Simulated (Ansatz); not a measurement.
# TiSi2 in Ansatz: the effect of functional

The system is TiSi2.

```
Ti Si
1.0
     4.37464    0.00000    0.00000
    -2.18732    3.78855    0.00000
     0.00000    0.00000    2.56101
Ti Si
1 2
Direct
  0.00000 0.00000 0.00000
  0.33333 0.66667 0.50000
  0.66667 0.33333 0.50000
```

The cell was built by a generator and needn't be a form met in nature.

Alike in all runs:

- Program: Ansatz 0.2.0
- Task: projected density of states
- Potentials or basis: Ansatz PAW
- k mesh: 4 × 4 × 6
- Occupations: fermi-dirac, width 0.05 eV
- Spin: no spin polarisation

| functional | cutoff | pressure (GPa) |
| --- | --- | --- |
| LDA | 420 eV (not typed: the program's choice for these potentials) | ? |
| PBEsol | 420 eV (not typed: the program's choice for these potentials) | -2.5 |
| r2SCAN | 500 eV (not typed: the program's choice for these potentials) | -1.2 |
| HSE06 | 420 eV (not typed: the program's choice for these potentials) | -1.7 |
| PBE0 | 420 eV (not typed: the program's choice for these potentials) | -2.3 |
| r2SCAN0 | 500 eV (not typed: the program's choice for these potentials) | -4.1 |

What does the run with functional LDA give?

Pressure -5.4 GPa.

Caveats: all runs use coarse meshes; the PAW data sets come from PBE, with cores solved anew for the run's functional, which leaves a small shift of forces and pressure; the density of states is complete only up to the lowest level of the last band computed; the thresholds are loose for stress (some runs).
